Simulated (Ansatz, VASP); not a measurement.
**Two plane-wave programs on LiH**

POSCAR

```
LiH
1.0
    0.0000000000      2.0023334638      2.0023334638
    2.0023334638      0.0000000000      2.0023334638
    2.0023334638      2.0023334638      0.0000000000
Li H
1 1
Direct
    0.0000000000      0.0000000000      0.0000000000
    0.5000000000      0.5000000000      0.5000000000
```

INCAR.step1

```
SYSTEM = LiH
ALGO = Normal ; EDIFF = 1E-4
ENCUT = 600 ; GGA = PE
ISMEAR = 0 ; LASPH = .True.
LCHARG = .False. ; LREAL = .False.
LWAVE = .True. ; NELM = 80
PREC = Accurate ; SIGMA = 0.01
```

The input INCAR.step2:

```
SYSTEM = LiH
ALGO = Normal ; EDIFF = 1E-6
EDIFFG = -0.001 ; ENCUT = 600
IBRION = 2 ; ISIF = 3
ISMEAR = 0 ; ISTART = 1
LASPH = .True. ; LCHARG = .False.
LMIXTAU = .True. ; LREAL = .False.
LWAVE = .False. ; METAGGA = R2SCAN
NELM = 80 ; NSW = 80
PREC = Accurate ; SIGMA = 0.01
```

The input KPOINTS:

```
k-points
0
Gamma
  10 10 10
  0 0 0
```

Input for Ansatz:

```yaml
crystal:
  lattice:
    - [0.0, 2.0023334638, 2.0023334638]
    - [2.0023334638, 0.0, 2.0023334638]
    - [2.0023334638, 2.0023334638, 0.0]
  atoms:
    - { symbol: Li, position: [0.0, 0.0, 0.0] }
    - { symbol: H, position: [0.5, 0.5, 0.5] }
basis:
  ecutwfc: 500
kpoints:
  mp_grid: { grid: [10, 10, 10] }
hamiltonian:
  xc: r2scan
scf:
  occupations: { method: fixed }
output:
  forces: true
  stress: true
  eigenvalues: true
  write_density: true
  write_potential: true
  elf: true
  volumetric_format: npy
relax:
  adjacent_minimum: "off"
  f_tol: 0.001
  max_steps: 60
  cell: { stress_tol: 0.01 }
```

Alike in both runs: task relaxation of cell and atoms; functional r2SCAN; k mesh 10 × 10 × 10; no spin polarisation.

```csv
,VASP,Ansatz
version,VASP 6.6.1,Ansatz 0.2.0
potentials or method,"VASP PAW PBE potentials, release 64 (Li_sv, H)","scalar-relativistic, plane waves, PAW"
plane-wave cutoff (eV),600,500
occupations,"gaussian, width 0.01 eV",fixed
valence electrons in the cell,4,4
```

|  | VASP | Ansatz | Ansatz less VASP |
| --- | --- | --- | --- |
| gap on the k mesh at the Fermi level, each at its own relaxed structure (eV) | 3.57 | 3.63 | +0.057 |
| relaxed volume (Å³/atom) | 7.95 | 8.03 | +0.080 |
| relaxed cell length with the largest relative difference (Å) | 2.823 | 2.832 | +0.0095 |

Caveats: the cutoff is under 1.25 times the usual one of these potentials, so pressure, stress and relaxed cells hold a basis-set (Pulay) error (VASP); the PAW data sets were made with another functional, which shifts forces and pressure a little (VASP). A k mesh can miss the band edges.
